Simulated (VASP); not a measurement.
# Sb (R-3m) in VASP: relaxation of cell and atoms with r2SCAN

Aim: the relaxation of cell and atoms of Sb with r2SCAN.

Everything below comes from runs of VASP 6.6.1. Logs are shortened: lines on timing, memory, paths and dates and some standing lists are left out, and cuts for length are marked.

## (1) The structure

It takes space group R-3m (No. 166, trigonal). The conventional cell has a = 4.308 Å, b = 4.308 Å, c = 11.274 Å, α = 90.00°, β = 90.00°, γ = 120.00°. Sb (site symmetry 3m) has 3 Sb at 2.91 Å as nearest neighbours.

## (2) Relaxation of cell and atoms, r2SCAN

INCAR reads:

```
SYSTEM = Sb
ALGO = Normal
EDIFF = 1E-6
EDIFFG = -0.005
ENCUT = 600
IBRION = 2
ISIF = 3
ISMEAR = -1
LASPH = .TRUE.
LCHARG = .FALSE.
LMIXTAU = .TRUE.
LREAL = .FALSE.
LWAVE = .FALSE.
METAGGA = R2SCAN
NELM = 100
NSW = 60
PREC = Accurate
SIGMA = 0.05
```

KPOINTS reads:

```
k-points
0
G
  8 8 8
  0 0 0
```

POSCAR reads:

```
Sb
1.0
    2.1542000000      1.2437279499      3.7580000000
   -2.1542000000      1.2437279499      3.7580000000
    0.0000000000     -2.4874558998      3.7580000000
Sb
2
Direct
    0.7665100000      0.7665100000      0.7665100000
    0.2334900000      0.2334900000      0.2334900000
```

Potentials or basis: VASP PAW PBE potentials, release 64 (Sb).

Run with:

```bash
> cat potpaw_PBE.64/Sb/POTCAR > POTCAR
> mpirun -np 1 vasp_std > vasp.out
```

OUTCAR:

```text
SYSTEM = Sb
   EDIFF = 1E-6
   EDIFFG = -0.005
   ENCUT = 600
   IBRION = 2
   ISIF = 3
   ISMEAR = -1
   LASPH = .TRUE.
   LREAL = .FALSE.
   METAGGA = R2SCAN
   NELM = 100
   NSW = 60
   PREC = Accurate

 ion  position               nearest neighbor table
   1  0.767  0.767  0.767-   2 2.91   2 2.91   2 2.91   2 3.35   2 3.35   2 3.35
   2  0.233  0.233  0.233-   1 2.91   1 2.91   1 2.91   1 3.35   1 3.35   1 3.35

  LATTYP: Found a trigonal (rhomboedric) cell.
 ALAT       =     4.5066618304
 COS(alpha) =     0.5430253624

  Lattice vectors:

 A1 = (   2.1542000000,   1.2437279499,   3.7580000000)
 A2 = (  -2.1542000000,   1.2437279499,   3.7580000000)
 A3 = (   0.0000000000,  -2.4874558998,   3.7580000000)

Analysis of symmetry for initial positions (statically):
=====================================================================
 Subroutine PRICEL returns:
 Original cell was already a primitive cell.

 Routine SETGRP: Setting up the symmetry group for a
 trigonal (rhombohedral) supercell.

 Subroutine GETGRP returns: Found 12 space group operations
 (whereof 12 operations were pure point group operations)
 out of a pool of 12 trial point group operations.

The static configuration has the point symmetry D_3d.

Analysis of symmetry for dynamics (positions and initial velocities):
=====================================================================
 Subroutine PRICEL returns:
 Original cell was already a primitive cell.

 Routine SETGRP: Setting up the symmetry group for a
 trigonal (rhombohedral) supercell.

 Subroutine GETGRP returns: Found 12 space group operations
 (whereof 12 operations were pure point group operations)
 out of a pool of 12 trial point group operations.

The dynamic configuration has the point symmetry D_3d.

 Subroutine INISYM returns: Found 12 space group operations
 (whereof 12 operations are pure point group operations),
 and found     1 'primitive' translations

----------------------------------------------------------------------------------------

                                     Primitive cell

  volume of cell :      60.4115

  direct lattice vectors                    reciprocal lattice vectors
     2.154200000  1.243727950  3.758000000     0.232104726  0.134005726  0.088699663
    -2.154200000  1.243727950  3.758000000    -0.232104726  0.134005726  0.088699663
     0.000000000 -2.487455900  3.758000000     0.000000000 -0.268011452  0.088699663

  length of vectors
     4.506661830  4.506661830  4.506661830     0.282307932  0.282307932  0.282307932

  position of ions in fractional coordinates (direct lattice)
     0.766510000  0.766510000  0.766510000
     0.233490000  0.233490000  0.233490000

  ion indices of the primitive-cell ions
   primitive index   ion index
                 1           1
                 2           2

----------------------------------------------------------------------------------------

 KPOINTS: k-points

Automatic generation of k-mesh.
 Grid dimensions read from file:
 generate k-points for:    8    8    8

 Generating k-lattice:

  Cartesian coordinates                     Fractional coordinates (reciprocal lattice)
     0.029013091  0.016750716  0.011087458     0.125000000  0.000000000  0.000000000
    -0.029013091  0.016750716  0.011087458     0.000000000  0.125000000  0.000000000
     0.000000000 -0.033501431  0.011087458     0.000000000  0.000000000  0.125000000

  Length of vectors
     0.035288491  0.035288491  0.035288491

  Shift w.r.t. Gamma in fractional coordinates (k-lattice)
     0.000000000  0.000000000  0.000000000

 Subroutine IBZKPT returns following result:
 ===========================================

 Found     65 irreducible k-points:

 Following reciprocal coordinates:
            Coordinates               Weight
  0.000000  0.000000  0.000000      1.000000
  0.125000 -0.000000  0.000000      6.000000
  0.250000 -0.000000  0.000000      6.000000
  0.375000 -0.000000 -0.000000      6.000000
  0.500000 -0.000000  0.000000      3.000000
  0.125000  0.125000  0.000000      6.000000
[... 16 lines left out ...]
  0.250000  0.125000  0.125000      6.000000
  0.375000  0.125000  0.125000      6.000000
 [... further k-points ...]
   k-points           NKPTS =     65   k-points in BZ     NKDIM =     65   number of bands    NBANDS=      9
   number of dos      NEDOS =    301   number of ions     NIONS =      2
   total plane-waves  NPLWV =  46656
   dimension x,y,z NGX =    36 NGY =   36 NGZ =   36
   dimension x,y,z NGXF=    72 NGYF=   72 NGZF=   72
   ions per type =               2
   NGX,Y,Z   is equivalent  to a cutoff of  13.28, 13.28, 13.28 a.u.
   NGXF,Y,Z  is equivalent  to a cutoff of  26.56, 26.56, 26.56 a.u.
 SYSTEM =  Sb
   PREC   = accura    normal or accurate (medium, high low for compatibility)
   ISTART =      0    job   : 0-new  1-cont  2-samecut
   ICHARG =      2    charge: 1-file 2-atom 10-const
   ISPIN  =      1    spin polarized calculation?
   LNONCOLLINEAR =      F non collinear calculations
   LSORBIT =      F    spin-orbit coupling
   LASPH  =      T    aspherical Exc in radial PAW
   ENCUT  =  600.0 eV  44.10 Ry    6.64 a.u.   9.00  9.00  9.00*2*pi/ulx,y,z
   NELM   =    100;   NELMIN=  2; NELMDL= -5     # of ELM steps
   EDIFF  = 0.1E-05   stopping-criterion for ELM
   LREAL  =      F    real-space projection
   EDIFFG = -.5E-02   stopping-criterion for IOM
   NSW    =     60    number of steps for IOM
   IBRION =      2    ionic relax: 0-MD 1-quasi-New 2-CG
   NFREE  =      1    steps in history (QN), initial steepest desc. (CG)
   ISIF   =      3    stress and relaxation
   ISYM   =      2    0-nonsym 1-usesym 2-fastsym
   POTIM  = 0.5000    time-step for ionic-motion
   TEBEG  =    0.0;   TEEND  =   0.0 temperature during run
   PSTRESS=    0.0 pullay stress
   NELECT =      10.0000    total number of electrons
   NUPDOWN=      -1.0000    fix difference up-down
   EMIN   =  10.00;   EMAX   =-10.00  energy-range for DOS
   EFERMI =   0.00;   METHOD = LEGACY
   ISMEAR =    -1;   SIGMA  =   0.05  broadening in eV -4-tet -1-fermi 0-gaus
   EFERMI_NEDOS =   21; number of points for ismear=-14 and -15
   IALGO  =     38    algorithm
   IMIX   =      4    mixing-type and parameters
     AMIX     =   0.40;   BMIX     =  1.00
     AMIX_MAG =   1.60;   BMIX_MAG =  1.00
  volume/ion in A,a.u.               =      30.21       203.84
  Fermi-wavevector in a.u.,A,eV,Ry     =   0.898880  1.698637 10.993305  0.807985
  Thomas-Fermi vector in A             =   2.021644
   LORBIT       =      0    0 simple, 1 ext, 2 COOP (PROOUT), +10 PAW based schemes
   METAGGA = R2SCAN    functional components
   LHFCALC =     F    Hartree Fock is set to
   AEXX    =    0.0000 exact exchange contribution
   IVDW    =     0    specifies the selected vdW correction
   LEPSILON=     F    determine dielectric tensor
   LRPA    =     F    only Hartree local field effects (RPA)
 conjugate gradient relaxation of ions
 non-spin polarized calculation
  energy-cutoff  :      600.00
  volume of cell :       60.41
 maximum number of plane-waves:      2032
   NGX = 17   NGY = 17   NGZ = 17

--------------------------------------- Ionic step        1  -------------------------------------------

 number of electron      10.0000000 magnetization

 Free energy of the ion-electron system (eV)
  ---------------------------------------------------
  ext. energy  EPLUGINS =         0.00000000
  ---------------------------------------------------
  free energy    TOTEN  =       -51.38685239 eV

  energy without entropy =      -51.38391559  energy(sigma->0) =      -51.38538399

------------------------ aborting loop because EDIFF is reached ----------------------------------------

  FORCE on cell =-STRESS in cart. coord.  units (eV):
  Direction    XX          YY          ZZ          XY          YZ          ZX
  --------------------------------------------------------------------------------------
  -------------------------------------------------------------------------------------
  Total        0.7083602      0.7083602      0.5983273      0.0000000     -0.0000000      0.0000000
  in kB       18.7864753     18.7864753     15.8682847      0.0000000     -0.0000000      0.0000000
  external PRESSURE =      17.8137451 kB  Pullay stress =       0.0000000 kB
[... 89 lines left out ...]
  FREE ENERGIE OF THE ION-ELECTRON SYSTEM (eV)
  ---------------------------------------------------
  free  energy   TOTEN  =       -51.3963579429 eV

  energy  without entropy=      -51.3933623385  energy(sigma->0) =      -51.39486014

[... ionic steps 4 to 11 ...]

--------------------------------------- Ionic step       12  -------------------------------------------

 number of electron      10.0000000 magnetization

------------------------ aborting loop because EDIFF is reached ----------------------------------------

  FORCE on cell =-STRESS in cart. coord.  units (eV):
  Direction    XX          YY          ZZ          XY          YZ          ZX
  --------------------------------------------------------------------------------------
  -------------------------------------------------------------------------------------
  Total       -0.0012493     -0.0012493      0.0127539      0.0000000     -0.0000000      0.0000000
  in kB       -0.0316741     -0.0316741      0.3233641      0.0000000     -0.0000000      0.0000000
  external PRESSURE =       0.0866720 kB  Pullay stress =       0.0000000 kB
[... 57 lines left out ...]
  energy  without entropy=      -51.3973515294  energy(sigma->0) =      -51.39855947

--------------------------------------- Ionic step       14  -------------------------------------------

 number of electron      10.0000000 magnetization

 Free energy of the ion-electron system (eV)
  ---------------------------------------------------
  ext. energy  EPLUGINS =         0.00000000
  ---------------------------------------------------
  free energy    TOTEN  =       -51.39977208 eV

  energy without entropy =      -51.39736577  energy(sigma->0) =      -51.39856892

 E-fermi :   6.8555     XC(G=0):  -9.7796

 val. band max:        6.8015189643   @ k =   0.3750   0.1250   0.1250
 cond. band min:       6.8590202447   @ k =   0.3750   0.2500   0.2500
 fundamental gap:      0.0575012804
 Fermi energy:         6.8554656432

 k-point     1 :       0.0000    0.0000    0.0000
  band No.  band energies     occupation
      1      -6.3443      2.00000
      2       1.6486      2.00000
      3       4.4801      2.00000
      4       4.7911      2.00000
      5       4.7911      2.00000
      6       8.6363      0.00000
      7       9.3536      0.00000
      8       9.3536      0.00000
      9      12.2767      0.00000
[... 265 lines left out ...]
 k-point    24 :       0.3750    0.1250    0.1250
  band No.  band energies     occupation
      1      -5.3563      2.00000
      2      -1.0551      2.00000
      3       3.2010      2.00000
      4       4.9362      2.00000
      5       6.8015      1.49258
      6       6.9163      0.45703
      7       7.5661      0.00000
      8       9.7739      0.00000
      9      12.0882      0.00000

 [... further k-points ...]

------------------------ aborting loop because EDIFF is reached ----------------------------------------

  FORCE on cell =-STRESS in cart. coord.  units (eV):
  Direction    XX          YY          ZZ          XY          YZ          ZX
  --------------------------------------------------------------------------------------
  -------------------------------------------------------------------------------------
  Total       -0.0014452     -0.0014452      0.0002531     -0.0000000      0.0000000      0.0000000
  in kB       -0.0366403     -0.0366403      0.0064168     -0.0000000      0.0000000      0.0000000
  external PRESSURE =      -0.0222879 kB  Pullay stress =       0.0000000 kB
[... 17 lines left out ...]
  FREE ENERGIE OF THE ION-ELECTRON SYSTEM (eV)
  ---------------------------------------------------
  free  energy   TOTEN  =       -51.3997720755 eV

  energy  without entropy=      -51.3973657696  energy(sigma->0) =      -51.39856892

 reached required accuracy - stopping structural energy minimisation
```

It took 6.8 min on 1 thread of Intel Xeon 6975P-C (Granite Rapids), shared host; peak memory 0.25 GiB.

What came out:

```
Free energy                            : -51.3998 eV
Relaxed volume                         : 31.60 Å³/atom
Relaxed cell                           : a = 4.608 Å, b = 4.608 Å, c = 4.608 Å, α = 56.26°, β = 56.26°, γ = 56.26°
Space group after relaxing (to 0.05 Å) : R-3m (No. 166)
Energy gained by relaxing              : 6.5 meV/atom
Ionic steps                            : 14
Pressure after relaxing                : 0.0 GPa
Band gap on the k mesh                 : none (metal or under the smearing width)
```

The path:
```csv
step,energy change (eV),largest force (eV/Å),pressure (GPa),volume (Å³)
1,0.0000,0.0465,1.78,60.41
2,-0.0052,0.2262,-1.03,63.40
3,-0.0095,0.1193,0.04,62.16
4,-0.0107,0.0835,0.03,62.33
5,-0.0119,0.0023,0.05,62.70
6,-0.0120,0.0170,0.04,62.79
7,-0.0125,0.0076,-0.02,63.00
8,-0.0129,0.0064,-0.11,63.30
9,-0.0128,0.0257,0.20,63.01
10,-0.0129,0.0056,0.02,63.18
11,-0.0129,0.0050,0.01,63.19
12,-0.0129,0.0045,0.01,63.19
13,-0.0129,0.0050,0.01,63.19
14,-0.0129,0.0001,0.00,63.19
```

Final structure:
```cif
data_structure
_symmetry_space_group_name_H-M 'P 1'
_symmetry_Int_Tables_number 1
_cell_length_a 4.6079
_cell_length_b 4.6079
_cell_length_c 4.6079
_cell_angle_alpha 56.259
_cell_angle_beta 56.259
_cell_angle_gamma 56.259
_cell_volume 63.19
loop_
_atom_site_label
_atom_site_type_symbol
_atom_site_fract_x
_atom_site_fract_y
_atom_site_fract_z
_atom_site_occupancy
Sb1 Sb 0.76844 0.76844 0.76844 1
Sb2 Sb 0.23156 0.23156 0.23156 1
```

Caveat: the PAW data sets were made with another functional, which shifts forces and pressure a little.

## (3) The reference run

An earlier run on the cell as given: functional PBE; potentials or basis VASP PAW PBE potentials, release 64 (Sb); cutoff 520 eV; k mesh 8 × 8 × 8; occupations fermi-dirac, width 0.05 eV; no spin polarisation.

* Pressure: 2.8 GPa
* Largest force: 0.201 eV/Å
* Band gap on the k mesh: none (metal or under the smearing width)
